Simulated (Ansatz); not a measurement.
**How far is PAW off for Y?**

```
Y
1.0
     3.65150    0.00000    0.00000
    -1.82575    3.16229    0.00000
     0.00000    0.00000    5.74740
Y
2
Direct
  0.33333 0.66667 0.25000
  0.66667 0.33333 0.75000
```

Atoms are numbered in the order listed.

The cell is COD entry 1539818, as deposited and not checked against the literature; nothing was relaxed.

Methods: DFT, PBE, PAW with Ansatz's default frozen-core files, scalar-relativistic (Ansatz 0.2.0); DFT, PBE, all-electron PAW with datasets made for the crystal, scalar-relativistic (Ansatz 0.2.0); DFT, PBE, all-electron LAPW, scalar-relativistic (Ansatz 0.2.0).

For PAW: a Γ-centred 12×12×7 k mesh, Fermi–Dirac smearing of 0.08 eV, cutoff 420 eV, no spin polarisation. The crystal-made all-electron datasets (AE datasets) take a cutoff of 200 eV at this cell. LAPW targets a basis error of 0.25 meV/atom. The Ansatz runs share mesh, smearing and spin set-up. Plane-wave (PAW) pressures include the program's estimate of the Pulay term.

Stress and pressure are positive in compression.

No spin–orbit coupling: at heavy atoms the gradients can be off by tens of per cent for that reason.

In a metal, gradients converge slowly with the k mesh: the values move by tens of per cent from one mesh to another, at times in sign, so only the comparison on one mesh counts.

Levels count from the Fermi level.

```
                            quantity     PAW  AE datasets    LAPW
                      pressure (GPa)   -0.31        -0.31   -0.31
                     stress xx (GPa)   -0.13        -0.13   -0.13
                     stress zz (GPa)   -0.67        -0.67   -0.67
      highest filled level at A (eV)  -3.227       -3.227  -3.227
        lowest empty level at A (eV)   0.933        0.933   0.933
      highest filled level at M (eV)  -0.113       -0.113  -0.113
        lowest empty level at M (eV)   1.366        1.366   1.366
      highest filled level at K (eV)  -0.443       -0.443  -0.443
        lowest empty level at K (eV)   1.059        1.059   1.059
field gradient Vzz at Y1 (10²¹ V/m²)    2.71         2.66       –
```

PAW's pressure differs from the LAPW value by about 0.01 GPa or less.
